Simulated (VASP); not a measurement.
# WSe2 in VASP: notebook

The runs below take WSe2 through band structure, phonons, with HSE06, PBE0, LDA, PBE+D3(BJ).

Program: VASP 6.6.1. These are calculated values, not measurements. Logs are shortened: lines on timing, memory, paths and dates and some standing lists are left out, and cuts for length are marked.

### 1 The slab as given

The cell holds a slab with vacuum, 3 atoms: a = 3.287 Å, b = 3.287 Å, c = 21.346 Å, α = 90.00°, β = 90.00°, γ = 120.00°.

### 2 Band structure, HSE06

Input file POSCAR:

```
WSe2                                    
1.0
    3.2872502754      0.0000000000      0.0000000000
   -1.6436251377      2.8468422486      0.0000000000
    0.0000000000      0.0000000000     21.3462600000
  Se              W             
     2     1
Direct
     0.3333333300000021    0.6666666699999979    0.4209905797921181
     0.3333333300000021    0.6666666699999979    0.5790094202078819
     0.6666666699999979    0.3333333300000021    0.5000000000000000
```

Input file INCAR.step1:

```
SYSTEM = WSe2
PREC = Accurate
ENCUT = 520
EDIFF = 1E-5
ISMEAR = 0
SIGMA = 0.03
LREAL = .False.
LASPH = .True.
NELM = 80
ALGO = Normal
ISIF = 2
LWAVE = .True.
LCHARG = .False.
LMAXMIX = 4
LDIPOL = .True.
IDIPOL = 3
DIPOL = 0.5 0.5 0.500
NBANDS = 20
LVHAR = .True.
LVACPOTAV = .True.
KPAR = 4
GGA = PE
```

Input file INCAR.step2:

```
SYSTEM = WSe2
PREC = Accurate
ENCUT = 520
EDIFF = 1E-7
ISMEAR = 0
SIGMA = 0.03
LREAL = .False.
LASPH = .True.
NELM = 80
ALGO = Normal
ISIF = 2
LWAVE = .False.
LCHARG = .False.
LMAXMIX = 4
LDIPOL = .True.
IDIPOL = 3
DIPOL = 0.5 0.5 0.500
GGA = PE
LHFCALC = .True.
HFSCREEN = 0.2
PRECFOCK = Fast
NBANDS = 20
LVHAR = .True.
LVACPOTAV = .True.
KPAR = 4
ISTART = 1
```

Input file KPOINTS:

```
regular mesh
0
Gamma
  9 9 1
  0 0 0
```

Input file KPOINTS_OPT:

```
explicit points
3
Reciprocal
 0.0000000000  0.0000000000  0.0000000000 1
 0.5000000000  0.0000000000  0.0000000000 1
 0.3333333300  0.3333333300  0.0000000000 1
```

Potentials or basis: VASP PAW PBE potentials, release 64 (Se, W_sv).

Launch:

```
> cat potpaw_PBE.64/Se/POTCAR potpaw_PBE.64/W_sv/POTCAR > POTCAR
> cp INCAR.step1 INCAR
> mpirun -np 4 vasp_std > vasp.out
> cp INCAR.step2 INCAR
> mpirun -np 4 vasp_std > vasp.out
```

OUTCAR:

```text
SYSTEM = WSe2
   PREC = Accurate
   ENCUT = 520
   EDIFF = 1E-7
   ISMEAR = 0
   LREAL = .False.
   LASPH = .True.
   NELM = 80
   ISIF = 2
   GGA = PE
   LHFCALC = .True.
   HFSCREEN = 0.2
   PRECFOCK = Fast
   ISTART = 1

 ion  position               nearest neighbor table
   1  0.333  0.667  0.421-   3 2.54   3 2.54   3 2.54
   2  0.333  0.667  0.579-   3 2.54   3 2.54   3 2.54
   3  0.667  0.333  0.500-   1 2.54   2 2.54   1 2.54   2 2.54   1 2.54   2 2.54

  LATTYP: Found a hexagonal cell.
 ALAT       =     3.2872502754
 C/A-ratio  =     6.4936522052

  Lattice vectors:

 A1 = (   3.2872502754,   0.0000000000,   0.0000000000)
 A2 = (  -1.6436251377,   2.8468422486,   0.0000000000)
 A3 = (   0.0000000000,   0.0000000000,  21.3462600000)

Analysis of symmetry for initial positions (statically):
=====================================================================
 Subroutine PRICEL returns:
 Original cell was already a primitive cell.

 Routine SETGRP: Setting up the symmetry group for a
 hexagonal supercell.

 Subroutine GETGRP returns: Found 12 space group operations
 (whereof 12 operations were pure point group operations)
 out of a pool of 24 trial point group operations.

The static configuration has the point symmetry D_3h.

Analysis of symmetry for dynamics (positions and initial velocities):
=====================================================================
 Subroutine PRICEL returns:
 Original cell was already a primitive cell.

 Routine SETGRP: Setting up the symmetry group for a
 hexagonal supercell.

 Subroutine GETGRP returns: Found 12 space group operations
 (whereof 12 operations were pure point group operations)
 out of a pool of 24 trial point group operations.

The dynamic configuration has the point symmetry D_3h.

 Subroutine INISYM returns: Found 12 space group operations
 (whereof 12 operations are pure point group operations),
 and found     1 'primitive' translations

----------------------------------------------------------------------------------------

                                     Primitive cell

  volume of cell :     199.7643

  direct lattice vectors                    reciprocal lattice vectors
     3.287250275  0.000000000  0.000000000     0.304205618  0.175633195  0.000000000
    -1.643625138  2.846842249  0.000000000     0.000000000  0.351266390  0.000000000
     0.000000000  0.000000000 21.346260000     0.000000000  0.000000000  0.046846614

  length of vectors
     3.287250275  3.287250277 21.346260000     0.351266390  0.351266390  0.046846614

  position of ions in fractional coordinates (direct lattice)
     0.333333330  0.666666670  0.420990580
     0.333333330  0.666666670  0.579009420
     0.666666670  0.333333330  0.500000000

  ion indices of the primitive-cell ions
   primitive index   ion index
                 1           1
                 2           2
                 3           3

----------------------------------------------------------------------------------------

 KPOINTS: regular mesh

Automatic generation of k-mesh.
 Grid dimensions read from file:
 generate k-points for:    9    9    1

 Generating k-lattice:

  Cartesian coordinates                     Fractional coordinates (reciprocal lattice)
     0.033800624  0.019514799  0.000000000     0.111111111  0.000000000  0.000000000
     0.000000000  0.039029599  0.000000000     0.000000000  0.111111111  0.000000000
     0.000000000  0.000000000  0.046846614     0.000000000  0.000000000  1.000000000

  Length of vectors
     0.039029599  0.039029599  0.046846614

  Shift w.r.t. Gamma in fractional coordinates (k-lattice)
     0.000000000  0.000000000  0.000000000

 Subroutine IBZKPT returns following result:
 ===========================================

 Found     12 irreducible k-points:

 Following reciprocal coordinates:
            Coordinates               Weight
  0.000000  0.000000  0.000000      1.000000
  0.111111  0.000000  0.000000      6.000000
  0.222222 -0.000000  0.000000      6.000000
  0.333333  0.000000  0.000000      6.000000
  0.444444 -0.000000  0.000000      6.000000
  0.111111  0.111111  0.000000      6.000000
  0.222222  0.111111  0.000000     12.000000
  0.333333  0.111111  0.000000     12.000000
  0.444444  0.111111  0.000000      6.000000
  0.222222  0.222222  0.000000      6.000000
  0.333333  0.222222  0.000000     12.000000
  0.333333  0.333333  0.000000      2.000000
   k-points           NKPTS =     12   k-points in BZ     NKDIM =     81   number of bands    NBANDS=     20
   number of dos      NEDOS =    301   number of ions     NIONS =      3
   total plane-waves  NPLWV =  92160
   dimension x,y,z NGX =    24 NGY =   24 NGZ =  160
   dimension x,y,z NGXF=    48 NGYF=   48 NGZF=  320
   ions per type =               2   1
   NGX,Y,Z   is equivalent  to a cutoff of  12.14, 12.14, 12.46 a.u.
   NGXF,Y,Z  is equivalent  to a cutoff of  24.28, 24.28, 24.92 a.u.
 SYSTEM =  WSe2
   PREC   = accura    normal or accurate (medium, high low for compatibility)
   ISTART =      1    job   : 0-new  1-cont  2-samecut
   ICHARG =      0    charge: 1-file 2-atom 10-const
   ISPIN  =      1    spin polarized calculation?
   LNONCOLLINEAR =      F non collinear calculations
   LSORBIT =      F    spin-orbit coupling
   LASPH  =      T    aspherical Exc in radial PAW
   ENCUT  =  520.0 eV  38.22 Ry    6.18 a.u.   6.11  6.11 39.69*2*pi/ulx,y,z
   NELM   =     80;   NELMIN=  2; NELMDL=  0     # of ELM steps
   EDIFF  = 0.1E-06   stopping-criterion for ELM
   LREAL  =      F    real-space projection
   EDIFFG = 0.1E-05   stopping-criterion for IOM
   NSW    =      0    number of steps for IOM
   IBRION =     -1    ionic relax: 0-MD 1-quasi-New 2-CG
   NFREE  =      0    steps in history (QN), initial steepest desc. (CG)
   ISIF   =      2    stress and relaxation
   ISYM   =      3    0-nonsym 1-usesym 2-fastsym
   POTIM  = 0.5000    time-step for ionic-motion
   TEBEG  =    0.0;   TEEND  =   0.0 temperature during run
   PSTRESS=    0.0 pullay stress
   NELECT =      26.0000    total number of electrons
   NUPDOWN=      -1.0000    fix difference up-down
   EMIN   =  10.00;   EMAX   =-10.00  energy-range for DOS
   EFERMI =   0.00;   METHOD = LEGACY
   ISMEAR =     0;   SIGMA  =   0.03  broadening in eV -4-tet -1-fermi 0-gaus
   EFERMI_NEDOS =   21; number of points for ismear=-14 and -15
   IALGO  =     38    algorithm
   IMIX   =      1    mixing-type and parameters
     AMIX     =   0.40;   BMIX     =  1.00
     AMIX_MAG =   1.60;   BMIX_MAG =  1.00
  volume/ion in A,a.u.               =      66.59       449.36
  Fermi-wavevector in a.u.,A,eV,Ry     =   0.829647  1.567805  9.365080  0.688314
  Thomas-Fermi vector in A             =   1.942229
   LORBIT       =      0    0 simple, 1 ext, 2 COOP (PROOUT), +10 PAW based schemes
   GGA     = PE    functional components
   LHFCALC =     T    Hartree Fock is set to
   PRECFOCK=fast      Normal, Fast or Accurate (Low or Medium for compatibility)
   ENCUT4O =  -1.0   cutoff for four orbital integrals eV
   NKREDX  =     1    reduce k-point grid by
   NKREDY  =     1    reduce k-point grid by
   NKREDZ  =     1    reduce k-point grid by
   AEXX    =    0.2500 exact exchange contribution
   HFSCREEN=    0.2000 screening length (either q_TF or 0.3 A-1)
   HFSCREENC=   0.2000 screening length for correlation (either q_TF or 0.3 A-1)
   ENCUTFOCK=  -1.0 apply spherical cutoff to Coloumb kernel
   IVDW    =     0    specifies the selected vdW correction
   LEPSILON=     F    determine dielectric tensor
   LRPA    =     F    only Hartree local field effects (RPA)
 non-spin polarized calculation
 Gauss-broadening in eV      SIGMA  =   0.03
  energy-cutoff  :      520.00
  volume of cell :      199.76
 maximum number of plane-waves:      5424
  NGX = 14; NGY = 14; NGZ = 90

 number of electron      25.9999993 magnetization

 dipolmoment           0.000000      0.000000     -0.000000 electrons x Angstroem

 Free energy of the ion-electron system (eV)
  ---------------------------------------------------
  ext. energy  EPLUGINS =         0.00000000
  ---------------------------------------------------
  free energy    TOTEN  =       -25.84931387 eV

  energy without entropy =      -25.84931387  energy(sigma->0) =      -25.84931387

 E-fermi :  -1.9497     XC(G=0):  -3.1204

 val. band max:       -2.0949932146   @ k =   0.3333   0.3333   0.0000
 cond. band min:       0.0537471727   @ k =   0.3333   0.3333   0.0000
 fundamental gap:      2.1487403873
 Fermi energy:        -1.9497311262

 k-point     1 :       0.0000    0.0000    0.0000
  band No.  band energies     occupation
      1     -80.2107      2.00000
      2     -42.9887      2.00000
      3     -42.8219      2.00000
      4     -42.8219      2.00000
      5     -18.4384      2.00000
      6     -17.0582      2.00000
[... 12 lines left out ...]
     19       3.1523      0.00000
     20       3.6372      0.00000

 k-point     2 :       0.1111    0.0000    0.0000
  band No.  band energies     occupation
      1     -80.2091      2.00000
      2     -42.9823      2.00000
      3     -42.8577      2.00000
      4     -42.8304      2.00000
      5     -18.2328      2.00000
      6     -16.9544      2.00000
[... 12 lines left out ...]
     19       3.4039      0.00000
     20       4.0011      0.00000

 k-point     3 :       0.2222   -0.0000    0.0000
  band No.  band energies     occupation
      1     -80.2048      2.00000
      2     -42.9659      2.00000
      3     -42.9473      2.00000
      4     -42.8517      2.00000
      5     -17.6656      2.00000
      6     -16.6695      2.00000
[... 12 lines left out ...]
     19       4.0925      0.00000
     20       4.6823      0.00000

 k-point     4 :       0.3333    0.0000    0.0000
  band No.  band energies     occupation
      1     -80.2000      2.00000
      2     -43.0477      2.00000
      3     -42.9470      2.00000
      4     -42.8758      2.00000
      5     -16.9023      2.00000
      6     -16.2961      2.00000
[... 153 lines left out ...]
 k-point    11 :       0.3333    0.2222    0.0000
  band No.  band energies     occupation
      1     -80.1955      2.00000
      2     -43.0754      2.00000
      3     -42.9644      2.00000
      4     -42.9294      2.00000
      5     -16.0352      2.00000
      6     -15.8649      2.00000
[... 12 lines left out ...]
     19       6.1666      0.00000
     20       6.8046      0.00000

 k-point    12 :       0.3333    0.3333    0.0000
  band No.  band energies     occupation
      1     -80.1947      2.00000
      2     -43.0364      2.00000
      3     -43.0249      2.00000
      4     -42.9261      2.00000
      5     -15.8605      2.00000
      6     -15.7717      2.00000
[... 12 lines left out ...]
     19       5.1470      0.00000
     20       7.3132      0.00000

------------------------ aborting loop because EDIFF is reached ----------------------------------------

  FORCE on cell =-STRESS in cart. coord.  units (eV):
  Direction    XX          YY          ZZ          XY          YZ          ZX
  --------------------------------------------------------------------------------------
  -------------------------------------------------------------------------------------
  Total       -0.6812417     -0.6812417     -1.7450691     -0.0000000     -0.0000000      0.0000000
  in kB       -5.4637878     -5.4637878    -13.9960422     -0.0000000     -0.0000000      0.0000000
  external PRESSURE =      -8.3078726 kB  Pullay stress =       0.0000000 kB

 VOLUME and BASIS-vectors are now :
 -----------------------------------------------------------------------------
  energy-cutoff  :      520.00
  volume of cell :      199.76
      direct lattice vectors                 reciprocal lattice vectors
     3.287250275  0.000000000  0.000000000     0.304205618  0.175633195  0.000000000
    -1.643625138  2.846842249  0.000000000     0.000000000  0.351266390  0.000000000
     0.000000000  0.000000000 21.346260000     0.000000000  0.000000000  0.046846614

 POSITION                                       TOTAL-FORCE (eV/Angst)
 -----------------------------------------------------------------------------------
     -0.00000      1.89789      8.98657         0.000000     -0.000000      0.513963
     -0.00000      1.89789     12.35969         0.000000     -0.000000     -0.513963
      1.64363      0.94895     10.67313        -0.000000      0.000000      0.000000
 -----------------------------------------------------------------------------------
    total drift:                               -0.000008      0.000004     -0.000000

  FREE ENERGIE OF THE ION-ELECTRON SYSTEM (eV)
  ---------------------------------------------------
  free  energy   TOTEN  =       -25.8493138749 eV

  energy  without entropy=      -25.8493138749  energy(sigma->0) =      -25.84931387

 vacuum level on the upper side and lower side of the slab         3.360         3.360
```

It took 12 min on 4 MPI ranks of AMD EPYC 9R45 (Zen 5), shared host; peak memory 0.48 GiB.

Results:

| Item | Value |
| --- | --- |
| Free energy | -25.8493 eV |
| Largest force | 0.514 eV/Å |
| Band gap on the k mesh | 2.15 eV, direct |
| Band gap along the path | 2.15 eV, direct |
| Ionisation potential of the upper face | 5.45 eV |

Forces on the atoms (eV/Å):
```
Se   0.000  0.000  0.514
Se   0.000  0.000 -0.514
W    0.000  0.000  0.000
```

Levels at points of the mesh, in eV from the valence-band top:
| k point | band 11 | band 12 | band 13 | band 14 | band 15 | band 16 |
| --- | --- | --- | --- | --- | --- | --- |
| (0.00, 0.00, 0.00) | -1.34 | -1.34 | -0.49 | 3.65 | 3.65 | 3.80 |

Caveat: the PAW data sets were made with another functional, which shifts forces and pressure a little; spin-orbit coupling is left out, which moves the levels of the heavy elements.

### 3 Band structure, PBE0

POSCAR is that of step 2.

INCAR.step1 is that of step 2.

INCAR.step2, as its differences from that of step 2:

```diff
@@ -19,4 +19,5 @@
 LHFCALC = .True.
-HFSCREEN = 0.2
+AEXX = 0.25
 PRECFOCK = Fast
+HFRCUT = -1
 NBANDS = 20
```

KPOINTS is that of step 2.

KPOINTS_OPT is that of step 2.

Potentials or basis: VASP PAW PBE potentials, release 64 (Se, W_sv).

Launch:

```
> cat potpaw_PBE.64/Se/POTCAR potpaw_PBE.64/W_sv/POTCAR > POTCAR
> cp INCAR.step1 INCAR
> mpirun -np 4 vasp_std > vasp.out
> cp INCAR.step2 INCAR
> mpirun -np 4 vasp_std > vasp.out
```

It took 11 min on 4 MPI ranks of AMD EPYC 9R45 (Zen 5), shared host; peak memory 0.4 GiB.

The run converged. Its results:

```yaml
Free_energy: -27.9736 eV
Largest_force: 0.499 eV/Å
Band_gap_on_the_k_mesh: 2.78 eV, direct
Band_gap_along_the_path: 2.78 eV, direct
Ionisation_potential_of_the_upper_face: 5.77 eV
```

Forces in eV/Å, atoms in the order of the input:
```
Se   0.000  0.000  0.499
Se   0.000  0.000 -0.499
W    0.000  0.000  0.000
```

Levels at points of the mesh, in eV from the valence-band top:
| k point | band 10 | band 11 | band 12 | band 13 | band 14 | band 15 | band 16 | band 17 |
| --- | --- | --- | --- | --- | --- | --- | --- | --- |
| (0.00, 0.00, 0.00) | -2.66 | -1.36 | -1.36 | -0.52 | 4.32 | 4.32 | 4.47 | 4.47 |

Caveat: the PAW data sets were made with another functional, which shifts forces and pressure a little; spin-orbit coupling is left out, which moves the levels of the heavy elements.

### 4 Band structure, HSE06, spin-orbit coupling, no magnetisation

Input file POSCAR:

```
WSe2                                    
1.0
    3.2872502710      0.0000000000      0.0000000000
   -1.6436251355      2.8468422449      0.0000000000
    0.0000000000      0.0000000000     21.3462600000
  Se              W             
     2     1
Direct
     0.3333333300000021    0.6666666699999979    0.4209905796683628
     0.3333333300000021    0.6666666699999979    0.5790094203316372
     0.6666666699999979    0.3333333300000021    0.5000000000000000
```

Input file INCAR.step1:

```
SYSTEM = WSe2
ALGO     = Normal         ! electronic algorithm
DIPOL    = 0.5 0.5 0.500
EDIFF    = 1E-5           ! SCF threshold, eV
ENCUT    = 520            ! plane-wave cutoff, eV
GGA      = PE             ! functional
GGA_COMPAT= .False.      
IDIPOL   = 3            
ISIF     = 2              ! what is computed and relaxed
ISMEAR   = 0              ! smearing method
KPAR     = 4            
LASPH    = .True.         ! aspherical terms in the spheres
LCHARG   = .False.        ! write CHGCAR
LDIPOL   = .True.       
LMAXMIX  = 4              ! l up to which the mixer works
LORBIT   = 11             ! projections on sites
LREAL    = .False.        ! projectors in reciprocal space
LSORBIT  = .True.         ! spin-orbit coupling
LVACPOTAV= .True.       
LVHAR    = .True.       
LWAVE    = .True.         ! write WAVECAR
MAGMOM   = 0 0 0 0 0 0 0 0 0 ! initial moments
NBANDS   = 41             ! bands
NELM     = 80             ! most SCF steps
PREC     = Accurate       ! precision mode
SIGMA    = 0.03           ! smearing width, eV
```

Input file INCAR.step2:

```
SYSTEM = WSe2
ALGO     = Normal         ! electronic algorithm
DIPOL    = 0.5 0.5 0.500
EDIFF    = 1E-6           ! SCF threshold, eV
ENCUT    = 520            ! plane-wave cutoff, eV
GGA      = PE             ! functional
GGA_COMPAT= .False.      
HFSCREEN = 0.2            ! screening, 1/A
IDIPOL   = 3            
ISIF     = 2              ! what is computed and relaxed
ISMEAR   = 0              ! smearing method
ISTART   = 1            
KPAR     = 4            
LASPH    = .True.         ! aspherical terms in the spheres
LCHARG   = .False.        ! write CHGCAR
LDIPOL   = .True.       
LHFCALC  = .True.         ! exact exchange
LMAXMIX  = 4              ! l up to which the mixer works
LORBIT   = 11             ! projections on sites
LREAL    = .False.        ! projectors in reciprocal space
LSORBIT  = .True.         ! spin-orbit coupling
LVACPOTAV= .True.       
LVHAR    = .True.       
LWAVE    = .False.        ! write WAVECAR
MAGMOM   = 0 0 0 0 0 0 0 0 0 ! initial moments
NBANDS   = 41             ! bands
NELM     = 80             ! most SCF steps
PREC     = Accurate       ! precision mode
PRECFOCK = Fast         
SIGMA    = 0.03           ! smearing width, eV
```

Input file KPOINTS:

```
k-points
0
Gamma
  6 6 1
  0 0 0
```

KPOINTS_OPT is that of step 3.

Launch:

```
> cat potpaw_PBE.64/Se/POTCAR potpaw_PBE.64/W_sv/POTCAR > POTCAR
> cp INCAR.step1 INCAR
> mpirun -np 4 vasp_ncl > vasp.out
> cp INCAR.step2 INCAR
> mpirun -np 4 vasp_ncl > vasp.out
```

Run time: 18 min. Hardware: 4 MPI ranks of Intel Xeon 6975P-C (Granite Rapids), shared host; peak memory 1 GiB.

The run converged. Its results:

| Quantity | Value |
| --- | --- |
| Free energy | -26.6478 eV |
| Largest force | 0.473 eV/Å |
| Valence electrons inside the program's atomic spheres | Se 3.94; W 11.93 |
| Work function of the upper face | 4.86 eV |
| Work function of the lower face | 4.86 eV |

Forces on the atoms (eV/Å):
```
Se   0.000  0.000  0.473
Se   0.000  0.000 -0.473
W    0.000  0.000  0.000
```

Caveat: the k mesh is coarse (spacing up to 0.37 Å⁻¹), so the values aren't converged, least of all with exact exchange; the PAW data sets were made with another functional, which shifts forces and pressure a little.

(Part 1 of 2 ends here.)
